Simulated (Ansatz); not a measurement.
# ZnO (zincite) (P6_3mc) in Ansatz: settings compared, part 2 of 2

Ansatz 0.2.0.

### Step 4. Relaxation of cell and atoms, RPBE

input.yaml reads:

```yaml
crystal:
  lattice:
    - [3.249308, 0.0, 0.0]
    - [-1.624654, 2.8139832727, 0.0]
    - [0.0, 0.0, 5.205709]
  atoms:
    - { symbol: Zn, position: [0.6666666667, 0.3333333333, 0.0] }
    - { symbol: Zn, position: [0.3333333333, 0.6666666667, 0.5] }
    - { symbol: O, position: [0.3333333333, 0.6666666667, 0.87901] }
    - { symbol: O, position: [0.6666666667, 0.3333333333, 0.37901] }
hamiltonian:
  xc: rpbe
  pseudopotentials: { kind: paw }
kpoints:
  mp_grid: { grid: [9, 9, 5] }
scf:
  occupations: { method: fermi_dirac, width: 0.05 }
output:
  forces: true
  stress: true
relax:
  f_tol: 0.01
  max_steps: 40
  cell: { stress_tol: 0.05 }
```

Launch:

```sh
ansatz run input.yaml --threads 2 --pin off --max-ram 5632MiB --backend cpu --events-out ev --progress --plain --runs-dir out
```

Wall time 39 s (2 threads of Intel Xeon at 2.50GHz (Skylake/Cascade Lake), shared host); peak memory 0.4 GiB.

It converged, with:

| Quantity | Value |
| --- | --- |
| Free energy | -7788.0121 eV |
| Relaxed volume | 12.76 Å³/atom |
| Relaxed cell | a = 3.318 Å, b = 3.318 Å, c = 5.353 Å, α = 90.00°, β = 90.00°, γ = 120.00° |
| Space group after relaxing (to 0.05 Å) | P6_3mc (No. 186) |
| Energy gained by relaxing | 24.3 meV/atom |
| Ionic steps | 10 |
| Pressure after relaxing | 0.0 GPa |
| Band gap on the k mesh | 0.80 eV |

Step by step:
```tsv
step	energy change (eV)	largest force (eV/Å)	volume (Å³)
1	0.0000	0.0765	47.60
2	-0.0640	0.0465	49.24
3	-0.0792	0.0292	50.69
4	-0.0794	0.0074	50.69
5	-0.0790	0.0005	50.84
6	-0.0969	0.0002	50.84
7	-0.0965	0.0001	51.04
8	-0.0973	0.0001	51.04
9	-0.0972	0.0001	51.05
10	-0.0973	0.0001	51.05
```

Final structure:
```
Zn O
1.0
     3.31843    0.00000    0.00000
    -1.65921    2.87384    0.00000
     0.00000    0.00000    5.35324
Zn O
2 2
Direct
  0.66667 0.33333 0.99983
  0.33333 0.66667 0.49983
  0.33333 0.66667 0.87918
  0.66667 0.33333 0.37918
```

Caveat: odd divisions of the mesh miss points on the zone boundary, where band edges often lie, so the gap on the mesh can be too wide; the plane-wave basis is chosen anew once the cell has moved, so the energies of steps on either side of that aren't comparable; the pressure holds a Pulay correction of +0.6 GPa for the finite cutoff; the PAW data sets come from PBE, with cores solved anew for the run's functional, which leaves a small shift of forces and pressure. Expect the measured gap to be larger: semilocal functionals such as RPBE lack the derivative discontinuity.

### Step 5. Relaxation of cell and atoms, PBEsol+D3(BJ)

input.yaml: that of step 4 with these lines changed.

```diff
@@ -11,4 +11,5 @@
 hamiltonian:
-  xc: rpbe
+  xc: pbesol
   pseudopotentials: { kind: paw }
+  dispersion: d3bj
 kpoints:
```

Launch:

```sh
ansatz run input.yaml --threads 2 --pin off --max-ram 5632MiB --backend cpu --events-out ev --progress --plain --runs-dir out
```

Wall time 25 s (2 threads of Intel Xeon at 2.50GHz (Skylake/Cascade Lake), shared host); peak memory 0.39 GiB.

The run converged. Its results:

| Quantity | Value |
| --- | --- |
| Free energy | -7685.0039 eV |
| Relaxed volume | 11.57 Å³/atom |
| Relaxed cell | a = 3.212 Å, b = 3.212 Å, c = 5.181 Å, α = 90.00°, β = 90.00°, γ = 120.00° |
| Space group after relaxing (to 0.05 Å) | P6_3mc (No. 186) |
| Energy gained by relaxing | 4.5 meV/atom |
| Ionic steps | 7 |
| Pressure after relaxing | 0.0 GPa |
| Band gap on the k mesh | 0.73 eV |

Step by step:
```csv
step,energy change (eV),largest force (eV/Å),volume (Å³)
1,0.0000,0.0625,47.60
2,-0.0164,0.0447,46.93
3,-0.0234,0.0090,46.31
4,-0.0233,0.0065,46.34
5,-0.0179,0.0068,46.34
6,-0.0182,0.0014,46.28
7,-0.0179,0.0013,46.28
```

Final structure:
```
Zn O
1.0
     3.21158    0.00000    0.00000
    -1.60579    2.78131    0.00000
     0.00000    0.00000    5.18114
Zn O
2 2
Direct
  0.66667 0.33333 0.99994
  0.33333 0.66667 0.49994
  0.33333 0.66667 0.87907
  0.66667 0.33333 0.37907
```

Caveat: odd divisions of the mesh miss points on the zone boundary, where band edges often lie, so the gap on the mesh can be too wide; the plane-wave basis is chosen anew once the cell has moved, so the energies of steps on either side of that aren't comparable; the pressure holds a Pulay correction of +0.8 GPa for the finite cutoff; the PAW data sets come from PBE, with cores solved anew for the run's functional, which leaves a small shift of forces and pressure. Expect the measured gap to be larger: semilocal functionals such as PBEsol lack the derivative discontinuity.

### Step 6. Relaxation of cell and atoms, PBEsol+D4

input.yaml: that of step 5 with these lines changed.

```diff
@@ -13,3 +13,3 @@
   pseudopotentials: { kind: paw }
-  dispersion: d3bj
+  dispersion: d4
 kpoints:
```

Potentials or basis: Ansatz PAW.

Launch:

```sh
ansatz run input.yaml --threads 2 --pin off --max-ram 5632MiB --backend cpu --events-out ev --progress --plain --runs-dir out
```

It took 29 s on 2 threads of Intel Xeon at 2.50GHz (Skylake/Cascade Lake), shared host; peak memory 0.4 GiB.

The run converged. Its results:

| Property | Result |
| --- | --- |
| Free energy | -7684.8089 eV |
| Relaxed volume | 11.62 Å³/atom |
| Relaxed cell | a = 3.216 Å, b = 3.216 Å, c = 5.190 Å, α = 90.00°, β = 90.00°, γ = 120.00° |
| Space group after relaxing (to 0.05 Å) | P6_3mc (No. 186) |
| Energy gained by relaxing | 3.3 meV/atom |
| Ionic steps | 8 |
| Pressure after relaxing | 0.0 GPa |
| Band gap on the k mesh | 0.72 eV |

Step by step:
| step | energy change (eV) | largest force (eV/Å) | volume (Å³) |
| --- | --- | --- | --- |
| 1 | 0.0000 | 0.0623 | 47.60 |
| 2 | -0.0123 | 0.0445 | 47.03 |
| 3 | -0.0179 | 0.0103 | 46.50 |
| 4 | -0.0179 | 0.0067 | 46.50 |
| 5 | -0.0178 | 0.0002 | 46.52 |
| 6 | -0.0132 | 0.0004 | 46.52 |
| 7 | -0.0134 | 0.0001 | 46.48 |
| 8 | -0.0132 | 0.0000 | 46.48 |

Final structure:
```yaml
crystal:
  lattice:
    - [3.21581, 0.00000, 0.00000]
    - [-1.60791, 2.78498, 0.00000]
    - [0.00000, 0.00000, 5.18969]
  atoms:
    - { symbol: Zn, position: [0.66667, 0.33333, 0.99999] }
    - { symbol: Zn, position: [0.33333, 0.66667, 0.49999] }
    - { symbol: O, position: [0.33333, 0.66667, 0.87902] }
    - { symbol: O, position: [0.66667, 0.33333, 0.37902] }
```

Caveat: odd divisions of the mesh miss points on the zone boundary, where band edges often lie, so the gap on the mesh can be too wide; the plane-wave basis is chosen anew once the cell has moved, so the energies of steps on either side of that aren't comparable; the pressure holds a Pulay correction of +0.8 GPa for the finite cutoff; the PAW data sets come from PBE, with cores solved anew for the run's functional, which leaves a small shift of forces and pressure. As with any semilocal functional, this PBEsol gap is likely too small.

### Step 7. Overview

```csv
task,level,cell,smearing,gap on the mesh (eV),pressure (GPa),relaxed volume (Å³/atom)
single point,PBE,as given,gaussian 0.011 eV,0.80,4.9,-
relaxation of cell and atoms,PBE,relaxed,fermi-dirac 0.05 eV,0.74,0.0,12.33
relaxation of cell and atoms,RPBE,relaxed,fermi-dirac 0.05 eV,0.80,0.0,12.76
relaxation of cell and atoms,PBEsol+D3(BJ),relaxed,fermi-dirac 0.05 eV,0.73,0.0,11.57
relaxation of cell and atoms,PBEsol+D4,relaxed,fermi-dirac 0.05 eV,0.72,0.0,11.62
```

Alike in all rows: potentials or basis Ansatz PAW; no spin polarisation; k mesh 9 × 9 × 5; cutoff (eV) 420.

Caveats: odd divisions of the mesh miss points on the zone boundary, where band edges often lie, so the gap on the mesh can be too wide; the plane-wave basis is chosen anew once the cell has moved, so the energies of steps on either side of that aren't comparable (some runs); the PAW data sets come from PBE, with cores solved anew for the run's functional, which leaves a small shift of forces and pressure (some runs).

Absolute energies hang on the potentials; compare differences alone.

### Step 8. Comparison with measurements

Step 2. A measured gap of ZnO is 3.37 eV (quoted in “Electronic structure of alkaline earth and post-transition metal oxides”, 2009, arxiv:0908.1581); the calculated 0.80 eV misses it by -2.57 eV. So large a miss can be the level of theory's own, or it may mean another phase, state or a wrong row. The value is that of PBE, without temperature or zero-point motion. Semilocal functionals fall short of measured gaps as a rule.
